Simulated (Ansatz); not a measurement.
A relaxation computed with Ansatz, from input to last step.

```yaml
crystal:
  lattice:
    - [3.7493408234, 0.0, 0.0]
    - [-1.8746704117, 3.2470244005, 0.0]
    - [0.0, 0.0, 4.9247220557]
  atoms:
    - { symbol: H, position: [0.3333333333, 0.6666666667, 0.1746078973] }
    - { symbol: H, position: [0.6666666667, 0.3333333333, 0.6746078973] }
    - { symbol: H, position: [0.6666666667, 0.3333333333, 0.8253921027] }
    - { symbol: H, position: [0.3333333333, 0.6666666667, 0.3253921027] }
basis:
  ecutwfc: 420
kpoints:
  mp_grid: { grid: [9, 9, 6] }
hamiltonian:
  xc: pbe
scf:
  occupations: { method: gaussian, width: 0.02 }
output:
  forces: true
  stress: true
  eigenvalues: true
relax:
  adjacent_minimum: "off"
  f_tol: 0.01
  max_steps: 30
  cell: { stress_tol: 0.1, fix: [volume] }
```

```bash
ansatz run input.yaml --threads 1 --pin off --max-ram 2560MiB --backend cpu --events-out ev --progress --plain --runs-dir out
```

Theory: Ansatz, DFT PBE, scalar-relativistic, plane waves, PAW.

The volume is held at 0.91 times that of the relaxed cell.

Of 4 frames 3 are shown, positions in Å and forces in eV/Å; the SCF threshold varies from step to step. Steps run on the plane waves of an earlier cell, with a Pulay correction in the pressure. The basis is chosen afresh for the last frame, the zero of the energies, and at times for earlier ones too; energy and pressure step there, also at an unchanged geometry.

```xyz
4
Lattice="3.7493 0.0000 0.0000 -1.8747 3.2470 0.0000 0.0000 0.0000 4.9247" Properties=species:S:1:pos:R:3:forces:R:3 pbc="T T T" step=1 free_energy_over_end_meV_per_atom=0.56 pressure_GPa=0.46
H     0.0000    2.1647    0.8599    0.0000    0.0000   -0.2828
H     1.8747    1.0823    3.3223    0.0000    0.0000   -0.2828
H     1.8747    1.0823    4.0648    0.0000    0.0000    0.2828
H     0.0000    2.1647    1.6025    0.0000    0.0000    0.2828
4
Lattice="3.7482 0.0000 0.0000 -1.8741 3.2460 0.0000 0.0000 0.0000 4.9278" Properties=species:S:1:pos:R:3:forces:R:3 pbc="T T T" step=2 free_energy_over_end_meV_per_atom=0.00 pressure_GPa=0.11
H     0.0000    2.1640    0.8569    0.0000    0.0000   -0.0181
H     1.8741    1.0820    3.3208    0.0000    0.0000   -0.0181
H     1.8741    1.0820    4.0709    0.0000    0.0000    0.0181
H     0.0000    2.1640    1.6070    0.0000    0.0000    0.0181
4
Lattice="3.7471 0.0000 0.0000 -1.8735 3.2451 0.0000 0.0000 0.0000 4.9306" Properties=species:S:1:pos:R:3:forces:R:3 pbc="T T T" step=4 free_energy_over_end_meV_per_atom=0.00 pressure_GPa=0.09
H     0.0000    2.1634    0.8574    0.0000    0.0000    0.0005
H     1.8735    1.0817    3.3227    0.0000    0.0000    0.0005
H     1.8735    1.0817    4.0733    0.0000    0.0000   -0.0005
H     0.0000    2.1634    1.6080    0.0000    0.0000   -0.0005
```

The run took 5 s on 1 thread of Arm Neoverse V1 (shared host), peak memory 0.28 GiB.

The cell holds molecules, and where no dispersion correction was added their binding is poorly described.